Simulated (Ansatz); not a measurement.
# Pt: the cost of one run

Method: DFT, PBE, PAW with Ansatz's default frozen-core files, scalar-relativistic, in Ansatz 0.2.0.

This is Pt in the hcp structure; at room conditions it is fcc.

1 further run of the same task is left out (it didn't finish).

## 1. The system as given

Symmetry: P6_3/mmc, No. 194, hexagonal system. Conventional cell: a = 2.761 Å, b = 2.761 Å, c = 4.792 Å, α = 90.00°, β = 90.00°, γ = 120.00°. Pt (site symmetry -6m2) is surrounded by 12 Pt at 2.76 to 2.88 Å.

Structure file:

```cif
data_structure
_symmetry_space_group_name_H-M 'P 1'
_symmetry_Int_Tables_number 1
_cell_length_a 2.7607
_cell_length_b 2.7607
_cell_length_c 4.7921
_cell_angle_alpha 90.000
_cell_angle_beta 90.000
_cell_angle_gamma 120.000
_cell_volume 31.63
loop_
_atom_site_label
_atom_site_type_symbol
_atom_site_fract_x
_atom_site_fract_y
_atom_site_fract_z
_atom_site_occupancy
Pt1 Pt 0.66667 0.33333 0.75000 1
Pt2 Pt 0.33333 0.66667 0.25000 1
```

Atoms are numbered in the order of the input: Pt1, Pt2.

## 2. Free moments from the typed start, PAW

input.yaml

```yaml
crystal:
  lattice:
    - [2.7606656158, 0.0, 0.0]
    - [-1.3803328079, 2.3908065546, 0.0]
    - [0.0, 0.0, 4.792134]
  atoms:
    - { symbol: Pt, position: [0.6666666667, 0.3333333333, 0.75], spin: 0.6 }
    - { symbol: Pt, position: [0.3333333333, 0.6666666667, 0.25], spin: 0.6 }
magnetization:
  spin_polarized: true
kpoints:
  mp_grid: { grid: [12, 12, 6] }
scf:
  occupations: { method: fermi_dirac, width: 0.03 }
  lower_state_search: "off"
hamiltonian:
  xc: pbe
  pseudopotentials: { kind: paw }
output:
  forces: true
  stress: true
  eigenvalues: true
  populations: true
  dos: { projected: true, de: 0.1, e_range: [-8, 5] }
  write_density: true
  write_potential: true
  elf: true
  volumetric_format: npy
```

Started as:

```bash
$ ansatz run input.yaml --threads 1 --pin off --max-ram 3072MiB --backend cpu --events-out ev --progress --plain --runs-dir out
```

Q: Estimate wall time and peak memory on 1 thread of Arm Neoverse V1, shared host.

About 17 s, with a peak of 0.34 GiB.
